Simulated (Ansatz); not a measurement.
The system is Sb.

```
CELL_PARAMETERS angstrom
2.15420 1.24373 3.75800
-2.15420 1.24373 3.75800
0.00000 -2.48746 3.75800
ATOMIC_POSITIONS crystal
Sb 0.76651 0.76651 0.76651
Sb 0.23349 0.23349 0.23349
```

| Quantity | Value |
| --- | --- |
| Program | Ansatz 0.2.0 |
| Task | relaxation of cell and atoms |
| Functional | PBEsol0 |
| Potentials or basis | Ansatz PAW |
| Cutoff | 420 eV (not typed: the program's choice for these potentials) |
| k mesh | 4 × 4 × 4 |
| Occupations | fermi-dirac, width 0.05 eV |
| Spin | no spin polarisation |

At the start: volume 30.21 Å³/atom.

Task: How do energy, volume and symmetry change on relaxing?

Result: It ends after 5 steps and the volume is 30.15 Å³/atom (-0.2 %); space group R-3m (No. 166, to 0.05 Å).

The path:
```csv
step,energy change (eV),largest force (eV/Å),volume (Å³)
1,0.0000,0.4466,60.41
2,-0.0167,0.0203,60.21
3,-0.0169,0.0014,60.22
4,-0.0169,0.0008,60.30
5,-0.0169,0.0009,60.30
```

Final structure:
```
Sb
1.0
     2.15648    1.24504    3.74331
    -2.15648    1.24504    3.74331
     0.00000   -2.49009    3.74331
Sb
2
Direct
  0.76964 0.76964 0.76964
  0.23036 0.23036 0.23036
```

Caveat: the k mesh is coarse (spacing up to 0.44 Å⁻¹), so the values aren't converged, least of all with exact exchange; the plane-wave basis is chosen anew once the cell has moved, so the energies of steps on either side of that aren't comparable; the PAW data sets come from PBE, with cores solved anew for the run's functional, which leaves a small shift of forces and pressure.
